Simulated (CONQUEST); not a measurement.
Crystal: Zr.

```
Zr
1.0
     3.23200    0.00000    0.00000
     0.00000    5.14700    0.00000
     0.00000    0.00000    5.59799
Zr
4
Direct
  0.00000 0.75000 0.33333
  0.50000 0.75000 0.83333
  0.00000 0.25000 0.66667
  0.50000 0.25000 0.16667
```

```yaml
Program: CONQUEST 1.3
Task: single point
Functional: PBEsol
Potentials_or_basis: PseudoDojo NC PBEsol, DZP, grid cutoff 120 Ha
k_mesh: 8 × 5 × 5
Occupations: fermi-dirac, width 0.05 eV
Spin: no spin polarisation
```

On this cell: pressure -1.8 GPa; largest force under 0.003 eV/Å; band gap on the k mesh none (metal or under the smearing width).

The same run follows on a disturbed copy (atoms moved at random, drawn with an rms of 0.05 Å):

```xyz
4
Lattice="3.2320 0.0000 0.0000 0.0000 5.1470 0.0000 0.0000 0.0000 5.5980" Properties=species:S:1:pos:R:3 pbc="T T T"
Zr    0.0245    3.8560    1.8533
Zr    1.6405    3.8560    4.6523
Zr    0.0291    1.2588    3.7706
Zr    1.6451    1.2588    0.9716
```

Q: What does the disturbed cell give?

A: The energy (extrapolated to zero smearing) moves by +1.0 meV/atom; pressure -1.8 GPa; largest force 0.116 eV/Å; band gap on the k mesh none (metal or under the smearing width).

Forces on the atoms (eV/Å):
```
Zr   0.007 -0.101  0.032
Zr   0.007 -0.101  0.032
Zr  -0.003  0.109 -0.039
Zr  -0.003  0.109 -0.039
```

Stress tensor (GPa, compression positive):
```
-1.69  0.00  0.03
 0.00 -1.20 -0.05
 0.03 -0.05 -2.44
```

The forces don't sum to zero, so they hold noise of the program's grid.

Caveats: the box holds several primitive cells, so bands are folded and the points are those of the box's own zone; the basis of atomic orbitals isn't converged, which shifts pressures, moduli and gaps.
